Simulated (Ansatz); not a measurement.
# TiCo in Ansatz: the effect of functional

The system is TiCo.

```xyz
2
Lattice="2.9861 0.0000 0.0000 0.0000 2.9861 0.0000 0.0000 0.0000 2.9861" Properties=species:S:1:pos:R:3 pbc="T T T"
Co    1.4931    1.4931    1.4931
Ti    0.0000    0.0000    0.0000
```

The cell comes from a database or a generator and needn't be the stable form of this composition.

Alike in all runs:

| Quantity | Value |
| --- | --- |
| Program | Ansatz 0.2.0 |
| Task | projected density of states |
| Potentials or basis | Ansatz PAW |
| k mesh | 5 × 5 × 5 |
| Occupations | fermi-dirac, width 0.05 eV |
| Spin | collinear spin, ferromagnetic start |
| Starting moments | [2.0, 1.0] μB |

```csv
functional,cutoff,pressure (GPa)
LDA,420 eV (not typed: the program's choice for these potentials),-13.3
PBE,420 eV (not typed: the program's choice for these potentials),0.2
PBEsol,420 eV (not typed: the program's choice for these potentials),?
RPBE,420 eV (not typed: the program's choice for these potentials),4.8
revPBE,420 eV (not typed: the program's choice for these potentials),3.5
BLYP,420 eV (not typed: the program's choice for these potentials),5.6
r2SCAN,500 eV (not typed: the program's choice for these potentials),0.4
HSE06,420 eV (not typed: the program's choice for these potentials),5.7
PBE0,420 eV (not typed: the program's choice for these potentials),5.5
r2SCAN0,500 eV (not typed: the program's choice for these potentials),6.6
```

**Question.** What does the run with functional PBEsol give?

**Answer.** Pressure -7.0 GPa.

Caveats: all runs use coarse meshes; the PAW data sets come from PBE, with cores solved anew for the run's functional, which leaves a small shift of forces and pressure (some runs); the magnetic or orbital state may not be the lowest (some runs); the starting moments weren't kept (some runs); the thresholds are loose for stress (some runs).
